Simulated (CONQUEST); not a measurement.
AlN under changes of volume

One of the cells (10.451 Å³/atom); the others are scaled copies at fixed shape and fractional positions:

```
CELL_PARAMETERS angstrom
3.11300 0.00000 0.00000
0.00000 4.98100 0.00000
0.00000 0.00000 5.39187
ATOMIC_POSITIONS crystal
Al 0.00000 0.50000 0.33333
Al 0.50000 0.50000 0.83333
Al 0.00000 0.00000 0.66667
Al 0.50000 0.00000 0.16667
N 0.00000 0.88000 0.33333
N 0.50000 0.88000 0.83333
N 0.00000 0.38000 0.66667
N 0.50000 0.38000 0.16667
```

```yaml
Program: CONQUEST 1.3
Functional: PBE
Potentials_or_basis: PseudoDojo NC PBE, SZ, grid of 36 × 60 × 60 points
k_mesh: 9 × 6 × 5
Occupations: fermi-dirac, width 0.05 eV
Spin: no spin polarisation
```

| volume (Å³/atom) | energy over the lowest point (meV/atom) | pressure (GPa) | gap on the mesh (eV) | largest force (eV/Å) |
| --- | --- | --- | --- | --- |
| 9.824 | 174.46 | 38.6 | 4.60 | 0.064 |
| 10.033 | 128.57 | 31.9 | 4.39 | 0.055 |
| 10.242 | 90.47 | 26.6 | 4.18 | 0.041 |
| 10.451 | ? | ? | ? | ? |
| 10.660 | 33.59 | 17.2 | 3.80 | 0.028 |
| 10.869 | 14.01 | 12.8 | 3.62 | 0.012 |
| 11.078 | 0.00 | 8.9 | 3.45 | 0.006 |

Question: What does the run at 10.451 Å³/atom give?

Answer: Energy over the lowest point 59.08 meV/atom; pressure 21.8 GPa; gap on the mesh 3.99 eV; largest force 0.031 eV/Å.

Worked out: A Birch-Murnaghan fit of order 3 (a polynomial in V^(-2/3)) to the other rows has no minimum within the range. It gives 58.83 meV/atom at 10.451 Å³/atom, against the run's 59.08, and -dE/dV = 21.7 GPa, against 21.8. A straight line through the other rows of the gap, of slope -9.58 eV per unit of ln V, gives 4.00 eV, against the run's 3.99.

Energies are extrapolated to zero smearing.

Caveats: the atomic basis is small; an odd mesh through Γ misses points on the zone boundary, where band edges often lie; the basis of atomic orbitals isn't converged, which shifts pressures, moduli and gaps.
